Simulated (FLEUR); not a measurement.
Runs of FLEUR MaX-R8.1 (later development tree) on N. The structure is hexagonal, space group P6_3/mmc (No. 194). The conventional cell has a = 2.519 Å, b = 2.519 Å, c = 2.446 Å, α = 90.00°, β = 90.00°, γ = 120.00°. Around N (site symmetry -6m2) lie 6 N at 1.90 Å. The real solid is made of molecules; this cell is a model form.

```tsv
task	level	spin	cell	k mesh	smearing	gmax	muffin-tin radii	lmax	max iterations	mixing factor	kmax	other keys	gap on the mesh (eV)	moment (μB)	V0 of scaled cells (Å³/atom)	B0 (GPa)
single point	PBE	off	as given	12 × 12 × 11	fermi-dirac 0.05 eV	13.5 1/bohr	N 1.61 bohr	N 8	60	0.05	4.35 1/bohr	-	none	-	-	-
relaxation of the atoms	LDA (Moruzzi-Janak-Williams)	off	atoms relaxed	9 × 9 × 8	fermi-dirac 0.05 eV	25 1/bohr	N 1.66 bohr	N 8	80	0.05	5 1/bohr	k mesh = 9 × 9 × 8; minDistance = 1e-06	none	-	-	-
density of states	LDA	collinear, ferromagnetic start	as given	12 × 12 × 11	gaussian 0.1 eV	22.5 1/bohr	N 1.66 bohr	N 6	60	0.05	4.5 1/bohr	-	-	0.00	-	-
equation of state	LDA exchange alone (X-alpha)	off	as given	12 × 12 × 11	fermi-dirac 0.05 eV	13.5 1/bohr	N 1.61 bohr	N 8	-	-	4.35 1/bohr	-	-	-	6.95	(a)
density of states	LDA (Moruzzi-Janak-Williams)	collinear, ferromagnetic start	as given	12 × 12 × 11	fermi-dirac 0.1 eV	20 1/bohr	N 1.66 bohr	N 5	60	0.05	4 1/bohr	-	none	0.00	-	-
single point	PBE	off	atoms moved at random, drawn with an rms of 0.05 Å	12 × 12 × 11	fermi-dirac 0.05 eV	13.5 1/bohr	N 1.61 bohr	N 8	60	0.05	4.35 1/bohr	-	none	-	-	-
equation of state	PBE	off	as given	12 × 12 × 11	fermi-dirac 0.05 eV	13.5 1/bohr	N 1.61 bohr	N 8	-	-	4.35 1/bohr	-	-	-	7.06	195
```

Alike in all rows: potentials or basis all-electron, FLAPW.

**Question.** Fill in the values left out.

**Answer.** (a) 198.

Caveats: the cell was scaled at fixed shape and fractional positions, which overstates the stiffness of a crystal with free parameters, most of all of layers and chains (some runs); the relaxation stopped at its first step, so nothing moved (some runs).

A gap of «none» marks a metal or a gap under the smearing width.
